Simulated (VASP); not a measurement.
Wanted: the native input for a VASP 6.6.1 run.

```
Task                   : single point
Functional             : PBE
Potentials or basis    : VASP PAW PBE potentials, release 64 (Ni, O)
Cutoff                 : 520 eV
k mesh                 : 8 × 8 × 8
Occupations            : gaussian, width 0.05 eV
Spin                   : collinear spin, antiferromagnetic start
Starting moments       : [1.0, -1.0, 0.0, 0.0] μB
Hubbard terms          : Ni d U = 7 eV
Supercell matrix       : [1, 0, 0, 0, 1, 0, 0, 0, 2]
Further INCAR settings : ALGO = Fast; EDIFF = 1e-06; NBANDS = 28
```

The structure of NiO lies in POSCAR:

```
NiO
1.0
    0.0000000000      2.0913095100      2.0913095100
    2.0913095100      0.0000000000      2.0913095100
    4.1826190200      4.1826190200      0.0000000000
Ni O
2 2
Direct
    0.0000000000      0.0000000000      0.0000000000
    0.0000000000      0.0000000000      0.5000000000
    0.5000000000      0.5000000000      0.2500000000
    0.5000000000      0.5000000000      0.7500000000
```

The input as run:

INCAR

```
SYSTEM = NiO
ALGO = Fast
EDIFF = 1E-6
ENCUT = 520
GGA = PE
ISIF = 2
ISMEAR = 0
ISPIN = 2
LASPH = .TRUE.
LCHARG = .FALSE.
LDAU = .TRUE.
LDAUJ = 0 0
LDAUL = 2 -1
LDAUPRINT = 1
LDAUTYPE = 2
LDAUU = 7 0
LMAXMIX = 4
LORBIT = 11
LREAL = .FALSE.
LWAVE = .FALSE.
MAGMOM = 1 -1 0 0
NBANDS = 28
NELM = 150
PREC = Accurate
SIGMA = 0.05
```

KPOINTS

```
k-points
0
G
  8 8 8
  0 0 0
```

Potentials or basis: VASP PAW PBE potentials, release 64 (Ni, O).

Command:

```bash
$ cat potpaw_PBE.64/Ni/POTCAR potpaw_PBE.64/O/POTCAR > POTCAR
$ mpirun -np 1 vasp_std > vasp.out
```

Results of the run:

```yaml
Pressure: -0.7 GPa
Band_gap_on_the_k_mesh: 3.47 eV
Net_moment: 0.00 μB per cell
Site_moments: Ni +1.78, -1.78; O +0.00 μB
Valence_electrons_inside_the_program's_atomic_spheres: Ni 9.01; O 5.03
```

It took 3.4 min on 1 thread of Intel(R) Xeon(R) Platinum 8375C CPU @ 2.90GHz (Ice Lake) (shared host), peak memory 0.25 GiB.
